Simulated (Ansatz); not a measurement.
InAs (started from an entry of an open crystallographic database), relaxed with r2SCAN in the plane-wave code Ansatz. It is cubic, F-43m (No. 216); a = 6.109 Å in the conventional setting, 28.50 Å³ an atom. In has 4 As at 2.65 Å; As has 4 In at 2.65 Å.

The axes x, y and z are those of this cell:
```
CELL_PARAMETERS angstrom
0.00000 3.05459 3.05459
3.05459 0.00000 3.05459
3.05459 3.05459 0.00000
ATOMIC_POSITIONS crystal
In 0.00000 0.00000 0.00000
As 0.25000 0.25000 0.25000
```

Unstrained: With HSE06 the gap is 0.358 eV and direct, at Γ. Meshes: HSE06 6×6×6. Strains are changes of length per length, and xy shears are angles. After each strain the atoms were relaxed again with r2SCAN within the symmetry that the strain leaves, so tilts or polar shifts that break it weren't tested; points keep the names that they have in the unstrained zone. (Simulation; spin polarisation is off.)

**Question.** Apply biaxial -4.78 % in x and y, z held. How far does the gap move, against the unstrained cell?

**Answer.** HSE06: the gap goes from 0.358 to 0.827 eV (+0.469 eV); with HSE06 the top three valence levels at Γ, degenerate before, become 2+1 from the top over 289 meV.

**Question.** For epitaxial -1.14 % in the xy plane, how far does the free direction move, and what happens to the gap?

**Answer.** The normal strain at zero normal stress is +1.20 %, 1.05 of the in-plane strain with the sign turned. HSE06: the gap goes from 0.358 to 0.379 eV (+0.021 eV); with HSE06 the top three valence levels at Γ, degenerate before, become 2+1 from the top over 124 meV.

**Question.** Estimate what xy shear, engineering strain (angle) +0.46 % does to the gap.

**Answer.** HSE06: the gap goes from 0.358 to 0.343 eV (-0.015 eV); with HSE06 the top three valence levels at Γ, degenerate before, become 1+1+1 from the top over 31 meV.

Spin-orbit coupling is left out, which matters wherever the heavy atoms make up the band edges.

The meshes of the hybrids are coarse, so their gaps aren't converged to the digits shown.

The splittings at Γ are without spin-orbit coupling, which regroups them where it is of like size or larger.
